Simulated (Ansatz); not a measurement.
# Co (fcc)

Method: PBE, scalar-relativistic; collinear spin; PAW, 420 eV, 20×20×20 k-mesh, Gaussian smearing of 0.05 eV; code Ansatz; PAW files: Ansatz's generated set soft_2.

```
Co
1.0
     0.00000    1.76004    1.76004
     1.76004    0.00000    1.76004
     1.76004    1.76004    0.00000
Co
1
Cartesian
  0.0000 0.0000 0.0000
```

At room temperature and ambient pressure Co is hcp.

The geometry is fixed. Moments are started on Co in several ways. q is the propagation vector of an order in a doubled cell, in units of this cell's reciprocal vectors; doubled cells take an equivalent mesh or are counted from a ferromagnetic run in the same cell, unless said otherwise. Energies count from the first row, the state in which the cell was relaxed.

The starts:
- ferromagnetic
- no spin polarisation
- antiparallel, q = (0, 0, 1/2)
- antiparallel, q = (0, 1/2, 1/2)
- small parallel moments

Task: Which start ends lowest, and how far above it lies the solution without spin polarisation?

Result: Lowest, alike within 0.5 meV/atom: ferromagnetic; antiparallel, q = (0, 0, 1/2) (which ended parallel); antiparallel, q = (0, 1/2, 1/2) (which ended parallel); small parallel moments (which grew into the full parallel moments). Without spin polarisation the energy is 206 meV/atom higher.

| start | largest typed moment (μB) | ΔE (meV/atom) | gap on the mesh (eV) | P (GPa) | final spin moments (μB) |
| --- | --- | --- | --- | --- | --- |
| ferromagnetic | 1.88 | 0.0 | metal | 0.0 | Co 1.71 |
| no spin polarisation | 0.00 | 206.5 | metal | -12.8 | none |
| antiparallel, q = (0, 0, 1/2) | 1.50 | 0.0 | metal | 0.0 | Co -1.71 |
| antiparallel, q = (0, 1/2, 1/2) | 1.50 | 0.0 | metal | 0.0 | Co -1.71 |
| small parallel moments | 0.50 | 0.0 | metal | 0.0 | Co 1.71 |

These starts lost their opposed signs and ended with parallel moments: antiparallel, q = (0, 0, 1/2); antiparallel, q = (0, 1/2, 1/2).

Without spin polarisation the pressure is 12.8 GPa lower than in the lowest state, so the magnetic solution wants the larger cell.

Only orders that fit these small cells were tried.

Site moments are of spin, integrated over atomic spheres.
